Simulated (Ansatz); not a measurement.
**Structure relaxation of Sn3Te**

These are results of DFT PBE, scalar-relativistic, plane waves, PAW (Ansatz), not measurements. Cutoff 420 eV, Γ-centred k mesh, Gaussian smearing, no spin polarisation in the final step.

A relaxed cell is given with its space group left out.

```
CELL_PARAMETERS angstrom
4.87778 0.00000 0.00000
0.00000 4.87778 0.00000
0.00000 0.00000 4.87778
ATOMIC_POSITIONS crystal
Sn 0.50000 0.50000 0.00000
Sn 0.50000 0.00000 0.50000
Sn 0.00000 0.50000 0.50000
Te 0.00000 0.00000 0.00000
```

The zero of energy is the elements' standard structures at the same level; no fitted shifts are applied.

Problem. What space group does it have?

Solution. Pm-3m (No. 221). Conventional cell: a = 4.878 Å. Sn has 4 Te at 3.45 Å and 8 Sn at 3.45 Å; Te has 12 Sn at 3.45 Å.

Problem. How far does it lie from the elements in energy?

Solution. 0.08 eV/atom.

Problem. Is it a metal?

Solution. Yes, bands cross the Fermi level on the 10×10×10 mesh.

The final run used a 10×10×10 mesh on its 4-atom cell and 0.10 eV smearing. For metals, differences of a few meV/atom aren't resolved. Spin–orbit coupling is left out.

Cost: 2 runs of about 0.62 core-minutes in all, on Arm Neoverse V2 (shared hosts).